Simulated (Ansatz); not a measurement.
# Au (Pm-3m) in Ansatz: a series of runs

Aim: see how the results for Au move with the level of theory and the settings. Levels: HSEsol, r2SCAN0, r2SCANh. Tasks: relaxation of cell and atoms, single point.

Program: Ansatz 0.2.0. These are calculated values, not measurements. Logs are shortened: lines on timing, memory, paths and dates and some standing lists are left out, and cuts for length are marked.

## Step 1: The crystal as given

It takes space group Pm-3m (No. 221, cubic). The conventional cell has a = 2.748 Å, b = 2.748 Å, c = 2.748 Å, α = 90.00°, β = 90.00°, γ = 90.00°. Au (site symmetry m-3m) has 6 Au at 2.75 Å as nearest neighbours.

The cell was built by a generator and needn't be a form met in nature.

## Step 2: Relaxation of cell and atoms, HSEsol

Contents of input.yaml:

```yaml
crystal:
  lattice:
    - [2.74841, 0.0, 0.0]
    - [0.0, 2.74841, 0.0]
    - [0.0, 0.0, 2.74841]
  atoms:
    - { symbol: Au, position: [0.5, 0.5, 0.5] }
hamiltonian:
  xc:
    exchange: hjs_pbesol
    correlation: pbesol
    exx: { coeff: 0.25, omega: 0.207 }
  pseudopotentials: { kind: paw }
kpoints:
  mp_grid: { grid: [5, 5, 5] }
scf:
  occupations: { method: fermi_dirac, width: 0.05 }
output:
  forces: true
  stress: true
  eigenvalues: true
  write_density: true
  write_potential: true
  elf: true
  volumetric_format: npy
relax:
  f_tol: 0.01
  max_steps: 40
  cell: { stress_tol: 0.05 }
```

Potentials or basis: Ansatz PAW.

Run with:

```
ansatz run input.yaml --threads 2 --pin off --max-ram 5632MiB --backend cpu --events-out ev --progress --plain --runs-dir out
```

Standard output:

```text
Warning: RAYON_NUM_THREADS=2 ignored (pool sized by the plan → 2); use --threads N
Engine: ansatz 0.2.0, x86_64-unknown-linux-gnu
Pseudopotentials: kind: paw
Pseudopotential: Au, paw, valence charge 19, recommended cutoff 420 eV (normal), Au.paw.azcp
Functional definition: unnamed
  parameter a_1 = 0.25
  parameter omega_1 = 0.207/angstrom
  exchange = pbe_x(mu = 0.12345679012345678) + (-a_1)*hjs_pbesol_x_sr(omega_1) + a_1*exact_x_sr(omega_1)
  correlation = pbe_c(beta = 0.046)
Crystal: 1 atoms, lattice volume = 20.761 Å³
Basis set: ecut = 420 eV, 437 PW (Γ), exchange–correlation on 40×40×40 points (8 copies of the dense FFT grid, shifted against one another)
Bands: 14, of which v1, the nominal top of the filled ones, is band 10 counted from 1 (9 counted from 0)
Symmetry: 48 space group operations
Space group: Pm-3m (ITA 221), of the structure as read, at distance tolerance 2.7e-5 Å
k-points: 10 of 125
Non-local potential: Au, projectors of the file, l = 0: 3, l = 1: 2, l = 2: 2, l = 3: 1
PAW form: soft (Blöchl's): semilocal exchange-correlation on the pseudo side does not see the compensation charge
PAW frozen core: Au, regenerated for the run's functional, and the local potential with it (the file was generated under x = pbe(κ = 0.804, μ = 0.2195149727645171), c = pbe(β = 0.06672455060314922))
PAW one-centre angular grid: Au, 590 points (default); XC on 64 Gauss nodes
Initial density: superposition of atomic densities (neutral atoms: chi_scale 0, normalization atom), corrected by the library's trained network
Initial wavefunctions: pseudopotential atomic-orbital guess
Functional: x = pbesol(κ = 0.804, μ = 0.12345679012345678), c = pbesol(β = 0.046), warm-up for x = hjs_pbesol + 0.25 (exact − hjs_pbesol) at short range (ω = 0.207 Å⁻¹), c = pbesol(β = 0.046)
SCF iter   1: F=—  HF=-13006.652001 eV  |F-HF|=—  |Δ(HF+E_count)|=         —  Δρ=6.28e-3  dr2=8.34e-3  ethr=1.77e-3  ⟨swp⟩=8.3  Hψ=621  notcnv=0
preconditioner: auto → none  [insulator: Δε(μ)=0.811 eV  Ē_g=14.637 eV  σ=0.050 eV  W_gap=0.77  n_scr=6 (ndim 8)  ℏωp=27.0 eV  f_vac=0.010  D(μ)=1.36/eV (n_scr^D=18)]
SCF iter   2: F=—  HF=-13006.650388 eV  |F-HF|=—  |Δ(HF+E_count)|=   1.61e-3  Δρ=2.80e-3  dr2=9.36e-4  ethr=4.39e-5  ⟨swp⟩=3.2  Hψ=346  notcnv=0
SCF iter   3: F=—  HF=-13006.650178 eV  |F-HF|=—  |Δ(HF+E_count)|=   2.10e-4  Δρ=1.14e-3  dr2=1.00e-4  ethr=4.92e-6  ⟨swp⟩=3.0  Hψ=283  notcnv=0
iter 4 solved again at ethr=6.92e-9 eV; its pass at ethr=5.26e-7 eV (dr2=1.31e-6 eV) is discarded
SCF iter   4: F=—  HF=-13006.650214 eV  |F-HF|=—  |Δ(HF+E_count)|=   3.60e-5  Δρ=1.18e-4  dr2=1.25e-6  ethr=6.92e-9  ⟨swp⟩=2.0  Hψ=474  notcnv=0
SCF iter   5: F=—  HF=-13006.650215 eV  |F-HF|=—  |Δ(HF+E_count)|=   4.93e-7  Δρ=7.73e-6  dr2=7.77e-9  ethr=6.58e-9  ⟨swp⟩=3.0  Hψ=259  notcnv=0
SCF iter   6: F=—  HF=-13006.650215 eV  |F-HF|=—  |Δ(HF+E_count)|=   3.67e-9  Δρ=1.32e-6  dr2=1.09e-10  ethr=4.09e-11  ⟨swp⟩=3.0  Hψ=291  notcnv=0
SCF iter   7: F=-13006.650215 eV  HF=-13006.650215 eV  |F-HF|=3.64e-12  |Δ(HF+E_count)|=  6.18e-11  Δρ=5.53e-8  dr2=3.21e-13  ethr=1.00e-12  ⟨swp⟩=3.0  Hψ=251  notcnv=0
[... 174 lines left out ...]
preconditioner: auto → none  [insulator: Δε(μ)=1.067 eV  Ē_g=16.992 eV  σ=0.050 eV  W_gap=0.77  n_scr=6 (ndim 8)  ℏωp=27.7 eV  f_vac=0.000  D(μ)=1.36/eV (n_scr^D=18)]
SCF iter   2: F=-13046.102441 eV  HF=-13046.102441 eV  |F-HF|=1.82e-12  |Δ(HF+E_count)|=  2.36e-11  Δρ=2.94e-7  dr2=7.36e-12  ethr=1.00e-12  ⟨swp⟩=3.2  Hψ=282  notcnv=0
SCF 17 converged in 2 iterations: F = -13046.102441 eV  dr2 = 7.36e-12
  Residual-converged pass: ⟨swp⟩=3.9  Hψ=357  notcnv=0  max |occ|·‖R‖ = 8.6e-9 eV (tolerance 1.0e-8 eV)  dr2=7.38e-12  dr2_onsite=2.31e-12  max |Δocc| = 1.0e-23
hybrid outer 2: dexx = +1.461e-11 eV, tail = 2.04e-11 eV, Δε = 2.34e-5 eV (about 2.71e-6 eV left of the loop's levels)
relax step   5: F+E_penalty+E_count = -13046.10244088 eV  Δ(F+E_penalty+E_count) = +7.565e-4 eV  max|allowed force component| = 0.000e0 eV/Å  Δτ_max = 0.0000 Å  P = -0.016 GPa  Ω = 19.748 Å³  stress off target by 1.61e-2 GPa  SCF on the basis re-selected at this cell (its energy is not comparable with the rows above)  (7 SCF iters)
basis re-selected at this cell: Δ(F+E_penalty+E_count) = +7.565e-4 eV, ΔP = +0.005 GPa vs the last step (what re-selecting the basis moved, of the pressure what is left beyond the Pulay correction that the steps carried, after the strain that the cell walked since its last selection, with what the two solves' SCF thresholds leave and, on support functions, any second-order correction that the steps lacked; it is no measure of the basis error at this ecutwfc). This SCF's stress stands 1.61e-2 GPa from its target on what of the cell is left free (relax.cell.stress_tol is 5.00e-2 GPa) and its largest allowed force component is 0.00e0 eV/Å (relax.f_tol is 1.00e-2 eV/Å): within both
hybrid SCF converged: 2 outer / 7 inner (+0 warm-up), last move |dexx| = 1.46e-11 eV, tail = 2.04e-11 eV
Stability not checked: this state was not tested for a lower state beside it, because the functional holds exact exchange (a hybrid, or Hartree-Fock), whose exchange loop this test does not read (fock_operator; see scf.lower_state_search)
Free energy (F): -13046.102441 eV
Frozen-core exchange: fock
Harris-Foulkes:  -13046.102441 eV  (|F-HF|=1.82e-12)
Internal energy: -13046.092106 eV  (E = F + TS)
E sigma→0 (E₀):  -13046.097274 eV
Entropy (-TS):   -0.010335 eV (-10.335 meV/atom)
Fermi energy:    16.201867 eV
--- Per-component energies (eV) ---
  E_band       = -318.096015
  E_kinetic    = 605.876086
  E_local      = -2024.268418  (includes V_loc(G=0)·N_el)
  E_nonlocal   = 79.758853
  E_hartree    = 853.956683
  E_xc         = -180.556641
  E_vxc        = -216.827903  (∫ρ·V_xc dr)
  E_exx        = -70.936029  (= α·E_x^exact, valence–valence)
  E_paw        = -9579.941731  (= ΣΔE_a)
  E_vpaw       = -328.677172  (= ΣTr[D̂ρ^β])
  E_aug_tail   = 0.001362  (compensation charges beyond the density's cutoff)
  E_ewald      = -2728.297077
  E_core_change = -1.685194  (= ΣΔE_core)
  E_smearing   = -0.010335  (= −TS)
  E_closure    = 0.000000  (closes the sum)
  Σ components = -13046.102441   (vs F -13046.102441, Δ=0.00e0)
--- Forces (eV/Å), atoms counted from 1 ---
  atom   1  Au     0.00000000    -0.00000000     0.00000000
  max |Σ_I F_I| component: 6.31e-30 eV/Å
--- Stress (GPa, compression-positive) ---
       -0.016075       0.000000       0.000000
        0.000000      -0.016075       0.000000
        0.000000       0.000000      -0.016075
  P = ⅓ Tr σ = -0.0161 GPa (-0.161 kbar)
--- Band table (eV; the first three rows and the last of 10) ---
  k-point 0: bands = ["-93.2407", "-43.2790", "-43.2790", "-43.2790", "7.1316", "9.0565", "9.0565", "13.8354", "13.8354", "13.8354", "31.2965", "31.2965", "31.2965", "36.3854"]
  k-point 1: bands = ["-93.2366", "-43.3813", "-43.2724", "-43.2724", "8.0635", "9.2129", "10.1134", "13.2039", "13.2039", "13.8893", "26.3879", "32.8989", "32.8989", "36.2709"]
  k-point 2: bands = ["-93.2300", "-43.5455", "-43.2620", "-43.2620", "9.1352", "9.4776", "12.3183", "12.3183", "13.8561", "13.9779", "20.5223", "33.7341", "36.0775", "36.0775"]
  k-point 9: bands = ["-93.2082", "-43.5029", "-43.5010", "-43.5010", "9.9308", "10.1853", "10.1853", "14.5145", "14.5145", "21.4908", "26.6271", "26.6271", "27.4747", "32.7077"]
--- Relaxed structure (4 steps of the walk, 3 accepted, 1 SCFs on fresh bases) ---
  F+E_penalty+E_count = -13046.10244088 eV   max|allowed force component| = 0.000e0 eV/Å   (the final SCF, on the basis selected at the relaxed cell)
  cell:  # Å, volume = 19.7482 Å³
    - [2.7029761926419282, -1.7654357823549661e-34, -1.1234591342258874e-34]
    - [-4.814824860968089e-35, 2.7029761926419282, 0.0]
    - [-1.1234591342258874e-34, 0.0, 2.7029761926419282]
  atoms:
    - { symbol: Au, position: [0.5, 0.5, 0.5] }
```

Run time: 54 s. Hardware: 2 threads of AMD EPYC, shared host; peak memory 0.6 GiB.

What came out:

| Property | Result |
| --- | --- |
| Free energy | -13046.1024 eV |
| Relaxed volume | 19.75 Å³/atom |
| Relaxed cell | a = 2.703 Å, b = 2.703 Å, c = 2.703 Å, α = 90.00°, β = 90.00°, γ = 90.00° |
| Space group after relaxing (to 0.05 Å) | Pm-3m (No. 221) |
| Energy gained by relaxing | 18.4 meV/atom |
| Ionic steps | 4 |
| Pressure after relaxing | 0.0 GPa |
| Band gap on the k mesh | none (metal or under the smearing width) |

Step by step:
```
step  energy change (eV)  largest force (eV/Å)  volume (Å³)
   1              0.0000                0.0000        20.76
   2             -0.0187                0.0000        19.88
   3             -0.0192                0.0000        19.75
   4             -0.0184                0.0000        19.75
```

Final structure:
```yaml
crystal:
  lattice:
    - [2.70298, 0.00000, 0.00000]
    - [0.00000, 2.70298, 0.00000]
    - [0.00000, 0.00000, 2.70298]
  atoms:
    - { symbol: Au, position: [0.50000, 0.50000, 0.50000] }
```

Caveat: the k mesh is coarse (spacing up to 0.46 Å⁻¹), so the values aren't converged, least of all with exact exchange; the plane-wave basis is chosen anew once the cell has moved, so the energies of steps on either side of that aren't comparable; the PAW data sets come from PBE, with cores solved anew for the run's functional, which leaves a small shift of forces and pressure.

## Step 3: Single point, r2SCAN0

Contents of input.yaml:

```yaml
crystal:
  lattice:
    - [2.74841, 0.0, 0.0]
    - [0.0, 2.74841, 0.0]
    - [0.0, 0.0, 2.74841]
  atoms:
    - { symbol: Au, position: [0.5, 0.5, 0.5] }
hamiltonian:
  xc: r2scan0
  pseudopotentials: { kind: paw }
kpoints:
  mp_grid: { grid: [5, 5, 5] }
scf:
  occupations: { method: fermi_dirac, width: 0.05 }
output:
  forces: true
  stress: true
  eigenvalues: true
```

Potentials or basis: Ansatz PAW.

Run with:

```
ansatz run input.yaml --threads 2 --pin off --max-ram 5632MiB --backend cpu --events-out ev --progress --plain --runs-dir out
```

Wall time 18 s (2 threads of AMD EPYC, shared host); peak memory 0.68 GiB.

Results (log left out):

| Quantity | Value |
| --- | --- |
| Free energy | -13160.0737 eV |
| Pressure | -2.9 GPa |
| Band gap on the k mesh | none (metal or under the smearing width) |

Levels at points of the mesh, in eV from the Fermi level:
| k point | band 8 | band 9 | band 10 | band 11 | band 12 | band 13 |
| --- | --- | --- | --- | --- | --- | --- |
| (0.00, 0.00, 0.00) | -3.11 | -3.11 | -3.11 | 15.45 | 15.45 | 15.45 |

Caveat: the k mesh is coarse (spacing up to 0.46 Å⁻¹), so the values aren't converged, least of all with exact exchange; the PAW data sets come from PBE, with cores solved anew for the run's functional, which leaves a small shift of forces and pressure; the thresholds are loose for stress. The run has no spin-orbit coupling, so splittings on Au are missing.

## Step 4: Single point, r2SCANh

input.yaml, as its differences from that of step 3:

```diff
@@ -8,3 +8,3 @@
 hamiltonian:
-  xc: r2scan0
+  xc: r2scanh
   pseudopotentials: { kind: paw }
```

Run with:

```
ansatz run input.yaml --threads 2 --pin off --max-ram 5632MiB --backend cpu --events-out ev --progress --plain --runs-dir out
```

It took 16 s on 2 threads of AMD EPYC, shared host; peak memory 0.67 GiB.

Results (log left out):

- Free energy: -13161.9125 eV
- Pressure: -2.6 GPa
- Band gap on the k mesh: none (metal or under the smearing width)

Levels at points of the mesh, in eV from the Fermi level:
```csv
k point,band 6,band 7,band 8,band 9,band 10,band 11,band 12,band 13,band 14
"(0.00, 0.00, 0.00)",-6.55,-6.55,-2.23,-2.23,-2.23,14.81,14.81,14.81,19.78
```

Caveat: the k mesh is coarse (spacing up to 0.46 Å⁻¹), so the values aren't converged, least of all with exact exchange; the PAW data sets come from PBE, with cores solved anew for the run's functional, which leaves a small shift of forces and pressure; the thresholds are loose for stress. The run has no spin-orbit coupling, so splittings on Au are missing.

## Step 5: Overview

| task | level | cell | cutoff (eV) | gap on the mesh (eV) | pressure (GPa) |
| --- | --- | --- | --- | --- | --- |
| relaxation of cell and atoms | HSEsol | relaxed | 420 | none | 0.0 |
| single point | r2SCAN0 | as given | 500 | none | -2.9 |
| single point | r2SCANh | as given | 500 | none | -2.6 |

Alike in all rows: potentials or basis Ansatz PAW; no spin polarisation; k mesh 5 × 5 × 5; smearing fermi-dirac 0.05 eV; the mesh is coarse, so values aren't converged.

Caveats: all runs use coarse meshes; the PAW data sets come from PBE, with cores solved anew for the run's functional, which leaves a small shift of forces and pressure; the thresholds are loose for stress (some runs); the plane-wave basis is chosen anew once the cell has moved, so the energies of steps on either side of that aren't comparable (some runs).

Absolute energies hang on the potentials; compare differences alone.
